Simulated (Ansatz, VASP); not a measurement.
## One calculation of Re, two programs

INCAR

```
SYSTEM = Re
PREC = Accurate
ENCUT = 600
EDIFF = 1E-6
ISMEAR = 0
SIGMA = 0.1
LREAL = .False.
LASPH = .True.
NELM = 100
ALGO = Fast
ISIF = 3
LWAVE = .False.
LCHARG = .False.
GGA = PE
IBRION = 2
NSW = 100
EDIFFG = -0.01
```

The input KPOINTS:

```
regular mesh
0
Gamma
  24 24 22
  0 0 0
```

The input POSCAR:

```
Re
1.0
    2.7731518842      0.0000000000      0.0000000000
   -1.3865759421      2.4016199803      0.0000000000
    0.0000000000      0.0000000000      2.4611359456
Re
1
Direct
    0.0000000000      0.0000000000      0.0000000000
```

Input for Ansatz:

```yaml
crystal:
  lattice:
    - [2.7731518842, 0.0, 0.0]
    - [-1.3865759421, 2.4016199803, 0.0]
    - [0.0, 0.0, 2.4611359456]
  atoms:
    - { symbol: Re, position: [0.0, 0.0, 0.0] }
basis:
  ecutwfc: 420
kpoints:
  mp_grid: { grid: [24, 24, 22] }
hamiltonian:
  xc: pbe
scf:
  occupations: { method: gaussian, width: 0.1 }
output:
  forces: true
  stress: true
  eigenvalues: true
relax:
  adjacent_minimum: "off"
  f_tol: 0.01
  max_steps: 80
  cell: { stress_tol: 0.05 }
```

Alike in both runs: task relaxation of cell and atoms; functional PBE; k mesh 24 × 24 × 22; occupations gaussian, width 0.1 eV; no spin polarisation.

```csv
,VASP,Ansatz
version,VASP 6.6.1,Ansatz 0.2.0
potentials or method,"VASP PAW PBE potentials, release 64 (Re)","scalar-relativistic, plane waves, PAW"
plane-wave cutoff (eV),600,420
valence electrons in the cell,7,15
```

Ansatz gave:

```
gap on the k mesh at the Fermi level, each at its own relaxed structure (eV) : none
relaxed volume (Å³/atom)                                                     : 16.31
relaxed cell length with the largest relative difference (Å)                 : 2.467
```

Q: Which values does VASP return?

A: gap on the k mesh at the Fermi level, each at its own relaxed structure (eV): none; relaxed volume (Å³/atom): 16.27; relaxed cell length with the largest relative difference (Å): 2.456.

A gap of «none» marks a metal or a gap that the smearing closes. The two sets of potentials don't hold the same shells in valence.

Spin-orbit coupling is left out, which matters for the levels of Re.
